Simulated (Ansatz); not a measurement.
**Formation energy of CaF2 (fluorite structure)**

The computed numbers are results of PBEsol, scalar-relativistic (no spin polarisation) in the plane-wave PAW code Ansatz at 420 eV, Γ-centred 10×10×10 mesh, 0.05 eV Gaussian smearing. The datasets are Ansatz's generated set soft_2.

The start was a prototype's sites filled with these elements; the Crystallography Open Database holds the compound in this structure.

It takes space group Fm-3m (No. 225, cubic). The conventional cell has a = 5.420 Å, b = 5.420 Å, c = 5.420 Å, α = 90.00°, β = 90.00°, γ = 90.00°. Ca (site symmetry m-3m) is surrounded by 8 F at 2.35 Å. F (site symmetry -43m) has 4 Ca at 2.35 Å as nearest neighbours. (Shells end 15 % past the nearest neighbour.)

The elements were computed in their standard states (gases as isolated molecules) with the same datasets, cutoff and functional. Absolute energies hang on the potentials; compare differences alone.

Energy of the relaxed cell (3 atoms, smearing extrapolated to zero): -3400.887 eV. Elements, in eV/atom: Ca -1793.732, F -797.643.

What is the formation energy?

[-3400.887 − (1 × -1793.732 + 2 × -797.643)] / 3 = -3.96 eV/atom, or -382 kJ per mole of atoms.

The value is for 0 K, without zero-point energy and without any correction for the binding of gas molecules. Uncorrected semilocal values for oxides, chalcogenides and halides often miss by tenths of an eV an atom. A negative value shows stability against the elements alone, not against other compounds or structures.

Formal charges Ca²⁺, F⁻ balance and leave closed shells on every ion, so a band insulator is expected, and the gap is 7.25 eV.

Semilocal functionals underestimate band gaps, commonly by a third or more.
